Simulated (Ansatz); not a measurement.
# Si2W (P6_222) in Ansatz: equation of state

Aim: energy against volume of Si2W in PBEsol, for its equilibrium volume and stiffness.

All numbers are computed with Ansatz 0.2.0; they aren't measurements. Logs are shortened: lines on timing, memory, paths and dates and some standing lists are left out, and cuts for length are marked.

### 1 Starting point

The structure is hexagonal, space group P6_222 (No. 180). Conventional cell: a = 4.617 Å, b = 4.617 Å, c = 6.653 Å, α = 90.00°, β = 90.00°, γ = 120.00°. Around W (site symmetry 222) lie 10 Si at 2.59 to 2.69 Å. Si (site symmetry 2) has 5 Si at 2.57 to 2.69 Å and 5 W at 2.59 to 2.69 Å as nearest neighbours.

Measurements of this composition are mostly on another form, of space group No. 139.

### 2 Single point, PBEsol, 12.83 Å³/atom (volume scaled by 0.94)

The input, input.yaml:

```yaml
crystal:
  lattice:
    - [4.5226044595, 0.0, 0.0]
    - [-2.2613022298, 3.9166903532, 0.0]
    - [0.0, 0.0, 6.5174038494]
  atoms:
    - { symbol: W, position: [0.5, 0.0, 0.5] }
    - { symbol: W, position: [0.5, 0.5, 0.8333333333] }
    - { symbol: W, position: [0.0, 0.5, 0.1666666667] }
    - { symbol: Si, position: [0.327252, 0.163626, 0.1666666667] }
    - { symbol: Si, position: [0.836374, 0.163626, 0.8333333333] }
    - { symbol: Si, position: [0.163626, 0.327252, 0.5] }
    - { symbol: Si, position: [0.672748, 0.836374, 0.1666666667] }
    - { symbol: Si, position: [0.163626, 0.836374, 0.8333333333] }
    - { symbol: Si, position: [0.836374, 0.672748, 0.5] }
hamiltonian:
  xc: pbesol
  pseudopotentials: { kind: paw }
kpoints:
  mp_grid: { grid: [7, 7, 4] }
scf:
  occupations: { method: fermi_dirac, width: 0.05 }
output:
  forces: true
  stress: true
  eigenvalues: true
```

Potentials or basis: Ansatz PAW.

Launch:

```console
> ansatz run input.yaml --threads 4 --pin off --max-ram 11264MiB --backend cpu --events-out ev --progress --plain --runs-dir out
```

Standard output:

```text
Warning: RAYON_NUM_THREADS=4 ignored (pool sized by the plan → 4); use --threads N
Engine: ansatz 0.2.0, x86_64-unknown-linux-gnu
Pseudopotentials: kind: paw
Pseudopotential: W, paw, valence charge 14, recommended cutoff 420 eV (normal), W.paw.azcp
Pseudopotential: Si, paw, valence charge 4, recommended cutoff 420 eV (normal), Si.paw.azcp
Functional definition: PBEsol
  exchange = pbesol_x
  correlation = pbesol_c
Crystal: 9 atoms, lattice volume = 115.447 Å³
Basis set: ecut = 420 eV, 2271 PW (Γ), exchange–correlation on 64×64×90 points (8 copies of the dense FFT grid, shifted against one another)
Bands: 42, of which v1, the nominal top of the filled ones, is band 33 counted from 1 (32 counted from 0)
Symmetry: 12 space group operations
Space group: P6222 (ITA 180), of the structure as read, at distance tolerance 4.9e-5 Å
k-points: 24 of 196 (time reversal used)
Non-local potential: W, projectors of the file, l = 0: 3, l = 1: 2, l = 2: 2, l = 3: 1
Non-local potential: Si, projectors of the file, l = 0: 2, l = 1: 2, l = 2: 2
PAW form: soft (Blöchl's): semilocal exchange-correlation on the pseudo side does not see the compensation charge
PAW frozen core: W, regenerated for the run's functional, and the local potential with it (the file was generated under x = pbe(κ = 0.804, μ = 0.2195149727645171), c = pbe(β = 0.06672455060314922))
PAW frozen core: Si, regenerated for the run's functional, and the local potential with it (the file was generated under x = pbe(κ = 0.804, μ = 0.2195149727645171), c = pbe(β = 0.06672455060314922))
PAW one-centre angular grid: W, 590 points (default); XC on 64 Gauss nodes
PAW one-centre angular grid: Si, 110 points (default); XC on 64 Gauss nodes
Initial density: superposition of atomic densities (neutral atoms: chi_scale 0, normalization atom), corrected by the library's trained network
Initial wavefunctions: pseudopotential atomic-orbital guess
Functional: x = pbesol(κ = 0.804, μ = 0.12345679012345678), c = pbesol(β = 0.046)
SCF iter   1: F=—  HF=-34501.991225 eV  |F-HF|=—  |Δ(HF+E_count)|=         —  Δρ=9.22e-3  dr2=1.31e-1  ethr=1.77e-3  ⟨swp⟩=7.5  Hψ=4719  notcnv=0  defer=1
preconditioner: auto → Resta (q_TF=auto, 2.486 Å⁻¹)  ε∞=9.1  [insulator: Δε(μ)=0.256 eV  Ē_g=7.863 eV  σ=0.050 eV  W_gap=0.86  n_scr=22 (ndim 8)  ℏωp=22.4 eV  f_vac=0.000  D(μ)=0.18/eV (n_scr^D=0)  ε∞_Penn≈9.1]
SCF iter   2: F=—  HF=-34501.967928 eV  |F-HF|=—  |Δ(HF+E_count)|=   2.33e-2  Δρ=4.32e-3  dr2=2.17e-2  ethr=1.98e-4  ⟨swp⟩=2.0  Hψ=1372  notcnv=0  defer=33
SCF iter   3: F=—  HF=-34501.963875 eV  |F-HF|=—  |Δ(HF+E_count)|=   4.05e-3  Δρ=7.20e-4  dr2=2.95e-4  ethr=3.29e-5  ⟨swp⟩=2.0  Hψ=1313  notcnv=0  defer=13
automatic band count: iteration 3 solves 41 bands in place of 42: the levels show a gap, and the empty bands left out lie too high to hold charge; the band table lists the bands solved (type scf.n_extra_bands for more)
SCF iter   4: F=—  HF=-34501.963865 eV  |F-HF|=—  |Δ(HF+E_count)|=   1.07e-5  Δρ=7.01e-5  dr2=2.37e-6  ethr=4.47e-7  ⟨swp⟩=2.6  Hψ=1698  notcnv=0  defer=13
SCF iter   5: F=—  HF=-34501.963861 eV  |F-HF|=—  |Δ(HF+E_count)|=   3.69e-6  Δρ=1.24e-5  dr2=1.01e-7  ethr=3.59e-9  ⟨swp⟩=2.1  Hψ=1530  notcnv=0  defer=13
SCF iter   6: F=-34501.963861 eV  HF=-34501.963861 eV  |F-HF|=1.67e-10  |Δ(HF+E_count)|=   1.87e-8  Δρ=1.45e-6  dr2=1.04e-9  ethr=1.52e-10  ⟨swp⟩=7.8  Hψ=3916  notcnv=0
SCF 1 converged in 6 iterations: F = -34501.963861 eV  dr2 = 1.04e-9
SCF converged after 6 iterations
Free energy (F): -34501.963861 eV
Harris-Foulkes:  -34501.963861 eV  (|F-HF|=1.67e-10)
Internal energy: -34501.961528 eV  (E = F + TS)
E sigma→0 (E₀):  -34501.962695 eV
Entropy (-TS):   -0.002333 eV (-0.259 meV/atom)
Fermi energy:    18.232626 eV
--- Per-component energies (eV) ---
  E_band       = -185.205766
  E_kinetic    = 1641.624523
  E_local      = -2742.912461  (includes V_loc(G=0)·N_el)
  E_nonlocal   = 162.876463
  E_hartree    = 1088.701680
  E_xc         = -1144.501163
  E_vxc        = -1024.151866  (∫ρ·V_xc dr)
  E_paw        = -28304.323069  (= ΣΔE_a)
  E_vpaw       = -400.045152  (= ΣTr[D̂ρ^β])
  E_aug_tail   = -0.000182  (compensation charges beyond the density's cutoff)
  E_ewald      = -5204.282060
  E_core_change = 0.854740  (= ΣΔE_core)
  E_smearing   = -0.002333  (= −TS)
  E_closure    = 0.000000  (closes the sum)
  Σ components = -34501.963861   (vs F -34501.963861, Δ=0.00e0)
--- Forces (eV/Å), atoms counted from 1 ---
  atom   1  W      0.00000000     0.00000000     0.00000000
  atom   2  W     -0.00000000    -0.00000000     0.00000000
  atom   3  W      0.00000000     0.00000000    -0.00000000
  atom   4  Si    -0.00045426    -0.00026227     0.00000000
  atom   5  Si     0.00045426    -0.00026227     0.00000000
  atom   6  Si     0.00000000    -0.00052454    -0.00000000
  atom   7  Si     0.00045426     0.00026227    -0.00000000
  atom   8  Si    -0.00045426     0.00026227    -0.00000000
  atom   9  Si    -0.00000000     0.00052454     0.00000000
  max |Σ_I F_I| component: 9.24e-17 eV/Å
--- Stress (GPa, compression-positive) ---
        8.995420       0.000000       0.000000
        0.000000       8.995420       0.000000
        0.000000       0.000000       9.991503
  P = ⅓ Tr σ = 9.3274 GPa (93.274 kbar)
--- Band table (eV; the first three rows and the last of 24) ---
  k-point 0: bands = ["-55.9332", "-55.9168", "-55.9168", "-20.4053", "-20.3997", "-20.3997", "-20.3688", "-20.3688", "-20.2768", "-20.2395", "-20.2395", "-20.2195", "3.0845", "6.4542", "6.4542", "10.1506", "10.7569", "10.7569", "11.7740", "11.7740", "12.4655", "12.6953", "12.6953", "13.0189", "13.9602", "13.9602", "14.4669", "14.4669", "14.6885", "14.6885", "15.0925", "15.5594", "17.1590", "20.4489", "20.4489", "20.6840", "20.9018", "20.9504", "21.1038", "21.1038", "21.4025"]
  k-point 1: bands = ["-55.9318", "-55.9223", "-55.9129", "-20.4400", "-20.3958", "-20.3780", "-20.3626", "-20.3425", "-20.2799", "-20.2709", "-20.2367", "-20.2113", "3.3348", "5.1539", "7.7081", "10.3491", "10.7004", "11.0359", "11.3981", "11.7433", "12.1484", "12.2691", "12.4365", "12.5181", "14.1774", "14.1988", "14.3236", "14.6808", "14.9120", "15.2915", "15.4296", "15.6402", "17.7702", "19.4368", "20.5752", "20.7188", "20.9140", "21.0505", "21.0513", "21.0784", "21.2034"]
  k-point 2: bands = ["-55.9277", "-55.9277", "-55.9114", "-20.4543", "-20.3818", "-20.3744", "-20.3744", "-20.2838", "-20.2838", "-20.2825", "-20.2825", "-20.2006", "4.0559", "4.0559", "8.4430", "10.2689", "10.8179", "10.8179", "11.2631", "11.6483", "11.6483", "12.4226", "12.5606", "12.5606", "13.9342", "14.1133", "14.1592", "14.1592", "15.4035", "15.4035", "15.5792", "17.4198", "17.4198", "20.1468", "20.5273", "20.5273", "20.6645", "20.6645", "20.7269", "20.7664", "21.0291"]
  k-point 23: bands = ["-55.9276", "-55.9210", "-55.9180", "-20.4486", "-20.4268", "-20.4252", "-20.3481", "-20.3285", "-20.3038", "-20.2384", "-20.2341", "-20.1973", "6.2264", "6.2653", "7.0198", "7.7101", "7.9488", "8.8913", "11.2318", "11.5063", "12.1111", "12.7324", "13.7135", "13.7576", "14.2243", "14.2819", "14.4998", "14.6119", "15.6933", "16.1196", "16.4037", "16.7459", "17.6469", "18.7262", "19.0570", "19.1130", "19.6268", "20.1705", "20.3004", "20.4890", "21.0474"]
```

Run time: 3.3 s. Hardware: 4 threads of Intel Xeon Platinum 8375C at 2.90GHz (Ice Lake), shared host; peak memory 0.48 GiB.

Results:

| Quantity | Value |
| --- | --- |
| Free energy | -34501.9639 eV |
| Pressure | 9.3 GPa |
| Band gap on the k mesh | 0.22 eV, indirect (least direct gap 0.76 eV) |

Caveat: odd divisions of the mesh miss points on the zone boundary, where band edges often lie, so the gap on the mesh can be too wide; spin-orbit coupling is left out, which moves the levels of the heavy elements; the PAW data sets come from PBE, with cores solved anew for the run's functional, which leaves a small shift of forces and pressure.

(Continued in part 2 of 2.)
